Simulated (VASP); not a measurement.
# C: band gap with a hybrid functional, by functional

C, Fd-3m (no. 227), 2 atoms in the cell.

| Functional | Gap, path and mesh (eV) | Direct gap, path and mesh (eV) | Gap on the mesh (eV) | Direct gap at Γ (eV) | Time (s) |
|---|---|---|---|---|---|
| hybrid, GGA = PE LRHFCALC = True HFSCREEN = 0.4 ALDAC = 1.0 AGGAC = 1.0 | 8.83 | 10.19 | 8.83 | 10.19 | 114 |
| hybrid, GGA = PE LRHFCALC = True HFSCREEN = 0.6 ALDAC = 1.0 AGGAC = 1.0 | 10.00 | 11.45 | 10.00 | 11.45 | 129 |
| hybrid, GGA = PE LRHFCALC = True HFSCREEN = 0.91 ALDAC = 1.0 AGGAC = 1.0 | 11.06 | 12.71 | 11.06 | 12.71 | 140 |
| hybrid, GGA = PE LRHFCALC = True HFSCREEN = 1.5 ALDAC = 1.0 AGGAC = 1.0 | 11.82 | 13.81 | 11.82 | 13.81 | 135 |

## Input of the first row

INCAR.step1:
```
SYSTEM = C
ALGO = Normal
EDIFF = 1E-5
ENCUT = 450
GGA = PE
GGA_COMPAT = .FALSE.
ISIF = 2
ISMEAR = 0
KPAR = 4
LASPH = .TRUE.
LCHARG = .FALSE.
LREAL = .FALSE.
LWAVE = .TRUE.
NBANDS = 11
NELM = 150
PREC = Accurate
SIGMA = 0.02
```

INCAR.step2, as INCAR.step1 but for:
```
- EDIFF = 1E-5
- LWAVE = .TRUE.
+ AGGAC = 1.0
+ ALDAC = 1.0
+ EDIFF = 1E-6
+ HFRCUT = -1
+ HFSCREEN = 0.4
+ ISTART = 1
+ LHFCALC = .TRUE.
+ LRHFCALC = .TRUE.
+ LWAVE = .FALSE.
+ PRECFOCK = Fast
```

KPOINTS:
```
k-points
0
Gamma
  8 8 8
```

KPOINTS_OPT:
```
path GXWKGLUWLK,UX
4
line-mode
reciprocal
 0.0000000000  0.0000000000  0.0000000000  G
 0.5000000000  0.0000000000  0.5000000000  X

 0.5000000000  0.0000000000  0.5000000000  X
 0.5000000000  0.2500000000  0.7500000000  W

 0.5000000000  0.2500000000  0.7500000000  W
 0.3750000000  0.3750000000  0.7500000000  K

 0.3750000000  0.3750000000  0.7500000000  K
 0.0000000000  0.0000000000  0.0000000000  G

 0.0000000000  0.0000000000  0.0000000000  G
 0.5000000000  0.5000000000  0.5000000000  L

 0.5000000000  0.5000000000  0.5000000000  L
 0.6250000000  0.2500000000  0.6250000000  U

 0.6250000000  0.2500000000  0.6250000000  U
 0.5000000000  0.2500000000  0.7500000000  W

 0.5000000000  0.2500000000  0.7500000000  W
 0.5000000000  0.5000000000  0.5000000000  L

 0.5000000000  0.5000000000  0.5000000000  L
 0.3750000000  0.3750000000  0.7500000000  K

 0.6250000000  0.2500000000  0.6250000000  U
 0.5000000000  0.0000000000  0.5000000000  X
```

POSCAR:
```
C
1.0
    0.0000000000      1.7833700000      1.7833700000
    1.7833700000      0.0000000000      1.7833700000
    1.7833700000      1.7833700000      0.0000000000
C
2
Direct
    0.7500000000      0.7500000000      0.7500000000
    0.5000000000      0.5000000000      0.5000000000
```

Commands (each step's output is kept before the next begins):
```
cat potpaw_PBE.64/C/POTCAR > POTCAR
cp INCAR.step1 INCAR
mpirun -np 4 vasp_std > vasp.out
cp INCAR.step2 INCAR
mpirun -np 4 vasp_std > vasp.out
```

Changes of the last row against the first:
```
(step 2)
- HFSCREEN = 0.4
+ HFSCREEN = 1.5
```

VASP 6.6.1 took 114 s on 4 cores (Intel Xeon Platinum 8488C (Sapphire Rapids)), a shared host.
